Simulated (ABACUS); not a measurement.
# In under changes of volume

One of the cells (26.144 Å³/atom); the others are scaled copies at fixed shape and fractional positions:

```
In
1.0
    -1.62547    1.62547    2.47370
     1.62547   -1.62547    2.47370
     1.62547    1.62547   -2.47370
In
1
Direct
  0.00000 0.00000 0.00000
```

```yaml
Program: ABACUS 3.10.1
Functional: PBE
Potentials_or_basis: PseudoDojo NC SR 0.4.1 PBE standard
Cutoff: 966 eV
Density_cutoff: 3864 eV
Basis: plane waves
k_mesh: 11 × 11 × 11
Occupations: fermi-dirac, width 0.05 eV
Spin: no spin polarisation
```

| volume (Å³/atom) | energy over the lowest point (meV/atom) | pressure (GPa) |
| --- | --- | --- |
| 24.575 | 41.79 | 5.3 |
| 25.098 | 26.77 | 4.1 |
| 25.621 | ? | ? |
| 26.144 | 7.56 | 2.0 |
| 26.666 | 2.53 | 1.2 |
| 27.189 | 0.11 | 0.4 |
| 27.712 | 0.00 | -0.3 |

Question: What does the run at 25.621 Å³/atom give?

Answer: Energy over the lowest point 15.51 meV/atom; pressure 3.0 GPa.

Worked out: A Birch-Murnaghan fit of order 3 (a polynomial in V^(-2/3)) to the other rows has its minimum at 27.48 Å³/atom with B0 = V·E''(V) = 35 GPa and B' = 5.3 at fixed shape and positions, which overstates the stiffness. It gives 15.51 meV/atom at 25.621 Å³/atom, against the run's 15.51, and -dE/dV = 2.9 GPa, against 3.0.

Energies are extrapolated to zero smearing.
